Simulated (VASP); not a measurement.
Cd, 2 atoms in the cell. It takes space group P6_3/mmc (No. 194, hexagonal). Conventional cell: a = 2.951 Å, b = 2.951 Å, c = 5.602 Å, α = 90.00°, β = 90.00°, γ = 120.00°. Around Cd (site symmetry -6m2) lie 12 Cd at 2.95 to 3.28 Å. 

```yaml
Program: VASP 6.6.1
Task: single point
Functional: HSE06
Potentials_or_basis: VASP PAW PBE potentials, release 64 (Cd)
Cutoff: 520 eV
k_mesh: 9 × 9 × 4
Occupations: gaussian, width 0.1 eV
Spin: no spin polarisation
Grid_for_exact_exchange_PRECFOCK: Fast
Screening_parameter: 0.2 1/A
Further_INCAR_settings: ALGO = Normal; EDIFF = 1e-07; NBANDS = 19
```

Potentials or basis: VASP PAW PBE potentials, release 64 (Cd).

Launch:

```sh
$ cat potpaw_PBE.64/Cd/POTCAR > POTCAR
$ cp INCAR.step1 INCAR
$ mpirun -np 1 vasp_std > vasp.out
$ cp INCAR.step2 INCAR
$ mpirun -np 1 vasp_std > vasp.out
```

Hardware: 1 thread of Intel(R) Xeon(R) 6975P-C (Granite Rapids) (shared host).

Problem. Estimate the wall time of this run.

Solution. Wall time 92 min on 1 thread of Intel(R) Xeon(R) 6975P-C (Granite Rapids), with other jobs on the host, peak memory 0.33 GiB. Counts: scf iterations 11, k points 75.
